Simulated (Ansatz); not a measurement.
# Be (sc type): the cost of one run

Computed with Ansatz 0.2.0 (DFT PBE, with the methods named in each step, unless a step's input says otherwise).

This is Be in the simple cubic structure; at room conditions it is hcp.

**1. The structure to begin with**

The structure is cubic, space group Pm-3m (No. 221). Conventional cell: a = 2.173 Å, b = 2.173 Å, c = 2.173 Å, α = 90.00°, β = 90.00°, γ = 90.00°. Around Be (site symmetry m-3m) lie 6 Be at 2.17 Å.

Structure file:

```cif
data_structure
_symmetry_space_group_name_H-M 'Pm-3m'
_symmetry_Int_Tables_number 221
_cell_length_a 2.1726
_cell_length_b 2.1726
_cell_length_c 2.1726
_cell_angle_alpha 90.000
_cell_angle_beta 90.000
_cell_angle_gamma 90.000
_cell_volume 10.26
loop_
_atom_site_label
_atom_site_type_symbol
_atom_site_symmetry_multiplicity
_atom_site_Wyckoff_symbol
_atom_site_fract_x
_atom_site_fract_y
_atom_site_fract_z
_atom_site_occupancy
Be1 Be 1 a 0.00000 0.00000 0.00000 1
```

The file gives the conventional cell by its symmetry; the runs use the cell typed in the input.

Whether this phase is the stable one at these pressures isn't tested.

**2. The reference volume, LAPW**

File input.yaml:

```yaml
crystal:
  lattice:
    - [2.1726008871, 0.0, 0.0]
    - [0.0, 2.1726008871, 0.0]
    - [0.0, 0.0, 2.1726008871]
  atoms:
    - { symbol: Be, position: [0.0, 0.0, 0.0] }
kpoints:
  mp_grid: { grid: [20, 20, 20] }
  band_path:
    path:
      - [0.0, 0.0, 0.0]
      - [0.0, 0.5, 0.0]
      - [0.5, 0.5, 0.0]
      - [0.0, 0.0, 0.0]
      - [0.5, 0.5, 0.5]
      - [0.0, 0.5, 0.0]
      - [0.5, 0.5, 0.5]
      - [0.5, 0.5, 0.0]
    npoints: 14
scf:
  occupations: { method: fermi_dirac, width: 0.1 }
hamiltonian:
  xc: pbe
  pseudopotentials: { kind: all_electron, lapw: { basis_error: 0.001 } }
output:
  forces: true
  stress: true
  eigenvalues: true
  populations: true
  dos: { projected: true, de: 0.2, e_range: [-14, 8] }
```

On the command line:

```bash
ansatz run input.yaml --threads 1 --pin off --max-ram 2048MiB --backend cpu --events-out ev --progress --plain --runs-dir out
```

Q: Estimate wall time and peak memory on 1 thread of Arm Neoverse V1, shared host.

About 4.4 s, with a peak of 0.21 GiB.
